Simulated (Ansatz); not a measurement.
Runs of Ansatz 0.2.0 on Zn. The typed cell holds 1 atom: a = 2.957 Å, b = 2.540 Å, c = 2.586 Å, α = 106.99°, β = 108.68°, γ = 110.68°. 

```csv
task,level,cell,gap on the mesh (eV),pressure (GPa),relaxed volume (Å³/atom)
single point,PBEsol0,"cell sheared at random, sigma 0.06, atoms nudged by 0.01 Å",none,-1.5,-
relaxation of cell and atoms,B3LYP,"relaxed from: cell sheared at random, sigma 0.06, atoms nudged by 0.01 Å",none,0.0,17.01
single point,PBE0,"cell sheared at random, sigma 0.06, atoms nudged by 0.01 Å",none,(b),-
relaxation of cell and atoms,PBEsol0,"relaxed from: cell sheared at random, sigma 0.06, atoms nudged by 0.01 Å",-,0.0,(a)
single point,B3LYP,"cell sheared at random, sigma 0.06, atoms nudged by 0.01 Å",none,6.6,-
```

Alike in all rows: potentials or basis Ansatz PAW; no spin polarisation; k mesh 6 × 6 × 6; cutoff (eV) 420; smearing fermi-dirac 0.05 eV; the mesh is coarse, so values aren't converged.

Q: Fill in the values left out.

A: (a) 14.96; (b) 2.0.

Caveats: all runs use coarse meshes; the PAW data sets come from PBE, with cores solved anew for the run's functional, which leaves a small shift of forces and pressure; the thresholds are loose for stress (some runs); the plane-wave basis is chosen anew once the cell has moved, so the energies of steps on either side of that aren't comparable (some runs).

A gap of «none» marks a metal or a gap under the smearing width.
